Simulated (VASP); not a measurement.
The system is CdTe.

```xyz
2
Lattice="0.0000 3.2050 3.2050 3.2050 0.0000 3.2050 3.2050 3.2050 0.0000" Properties=species:S:1:pos:R:3 pbc="T T T"
Te    4.8075    4.8075    4.8075
Cd    0.0000    0.0000    0.0000
```

Base run:

| Quantity | Value |
| --- | --- |
| Program | VASP 6.6.1 |
| Functional | r2SCAN |
| Potentials or basis | VASP PAW PBE potentials, release 64 (Te, Cd) |
| Cutoff | 520 eV |
| k mesh | 7 × 7 × 7 |
| Occupations | gaussian, width 0.01 eV |
| Spin | no spin polarisation |

Its results: band gap on the k mesh 1.38 eV, direct; pressure 3.4 GPa.

Q: The run is repeated on the same cell with these changes: functional from r2SCAN to PBE; occupations from gaussian, width 0.01 eV to fermi-dirac, width 0.05 eV. What comes out?

A: Band gap on the k mesh 0.87 eV, direct; pressure 4.4 GPa.

Caveats: spin-orbit coupling is left out, which moves the levels of the heavy elements; an odd mesh through Γ misses points on the zone boundary, where band edges often lie; the PAW data sets were made with another functional, which shifts forces and pressure a little (some runs).

Not every run made on this cell is shown here.
